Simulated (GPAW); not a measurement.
GaAs, 2 atoms in the cell. It takes space group F-43m (No. 216, cubic). Conventional cell: a = 5.654 Å, b = 5.654 Å, c = 5.654 Å, α = 90.00°, β = 90.00°, γ = 90.00°. Around As (site symmetry -43m) lie 4 Ga at 2.45 Å. Ga (site symmetry -43m) is surrounded by 4 As at 2.45 Å. 

```yaml
Program: GPAW 26.7.0
Task: equation of state
Functional: PBE
Dispersion: D4
Potentials_or_basis: GPAW PAW data sets (gpaw-data 1.2.1)
Cutoff: 600 eV
Basis: pw
k_mesh: 8 × 8 × 8
Occupations: fermi-dirac, width 0.05 eV
Spin: no spin polarisation
Maxiter: 150
Eos_scales: "[0.94, 0.96, 0.98, 1.0, 1.02, 1.04, 1.06]"
```

Potentials or basis: GPAW PAW data sets (gpaw-data 1.2.1), pw.

Run with:

```bash
$ OMP_NUM_THREADS=1 python run.py
```

Hardware: 1 thread of Intel(R) Xeon(R) Platinum 8559C (Emerald Rapids) (shared host).

Task: Estimate the wall time of this run.

Result: Run time: 45 s on 1 thread of Intel(R) Xeon(R) Platinum 8559C (Emerald Rapids), with other jobs on the host, peak memory 0.2 GiB. Counts: scf iterations 63, plane waves 1428, bands 11, k points 29.
